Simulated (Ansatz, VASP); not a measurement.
LiCl: VASP beside Ansatz

```xyz
8
Lattice="7.0180 0.0000 0.0000 0.0000 7.0180 0.0000 0.0000 0.0000 3.7067" Properties=species:S:1:pos:R:3 pbc="T T T"
Li    4.6530    4.6530    1.8533
Li    1.1440    5.8740    0.9267
Li    2.3650    2.3650    0.0000
Li    5.8740    1.1440    2.7800
Cl    5.8281    5.8281    0.0000
Cl    2.3191    4.6989    2.7800
Cl    1.1899    1.1899    1.8533
Cl    4.6989    2.3191    0.9267
```

Alike in both runs: functional PBE; k mesh 4 × 4 × 6; occupations gaussian, width 0.02 eV; no spin polarisation.

Ansatz relaxed the structure, and its values are those at the end. VASP's run is a single point on that final structure, the one shown.

```csv
,VASP,Ansatz
version,VASP 6.6.1,Ansatz 0.2.0
potentials or method,"VASP PAW PBE potentials, release 64 (Li_sv, Cl)","scalar-relativistic, plane waves, PAW"
plane-wave cutoff (eV),520,420
valence electrons in the cell,40,40
```

|  | VASP | Ansatz | Ansatz less VASP |
| --- | --- | --- | --- |
| gap on the k mesh at the Fermi level (eV) | 5.38 | 5.37 | -0.007 |
| least direct gap on the mesh (eV) | 5.41 | 5.40 | -0.008 |

With one functional, cell and mesh, what is left measures potentials, basis and numerics.

 A k mesh can miss the band edges. As with any semilocal functional, this PBE gap is likely too small.
